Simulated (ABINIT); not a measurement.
Here is an ABINIT 10.8.3 (patched build) calculation.

The input run.abi:

```
ndtset 7
getwfk -1
scalecart1 3*0.9795861087
scalecart2 3*0.9864848297
scalecart3 3*0.9932883884
scalecart4 3*1.0000000000
scalecart5 3*1.0066227096
scalecart6 3*1.0131594038
scalecart7 3*1.0196128224

pp_dirpath "./"
pseudos "C.hgh"

acell 3*1.0
rprim
     0.0000000000     3.3700808789     3.3700808789
     3.3700808789     0.0000000000     3.3700808789
     3.3700808789     3.3700808789     0.0000000000
ntypat 1
znucl 6
natom 2
typat 1 1
xred
     0.7500000000     0.7500000000     0.7500000000
     0.5000000000     0.5000000000     0.5000000000

ecut 40.0

kptopt 1
ngkpt 13 13 13
nshiftk 1
shiftk 0.0 0.0 0.0

ixc 7

nband 8
occopt 3
tsmear 0.05 eV

nstep 100
tolvrs 1.0e-10

iomode 3
prtwf 1
prtden 0
prteig 0
prtebands 0
enunit 1
```

Potentials or basis: HGH LDA.

Run with:

```bash
$ abinit run.abi > log 2>&1
```

Q: Estimate the bulk modulus.

A: 471 GPa.

Q: What does it give for the equilibrium volume?

A: 5.52 Å³/atom.

Energy against volume, from the lowest point:
| volume (Å³/atom) | energy (meV/atom) |
| --- | --- |
| 5.332 | 8.99 |
| 5.445 | 0.88 |
| 5.558 | 0.00 |
| 5.672 | 5.84 |
| 5.785 | 17.58 |
| 5.899 | 34.87 |
| 6.012 | 57.10 |

Caveat: the cutoff is too short for stress, so the log's stress isn't used; pressures at fixed basis lie under the slope of the energies; HGH potentials are hard and often keep d shells in the core, so these values are rough. Zero-point motion and thermal expansion aren't in these numbers.
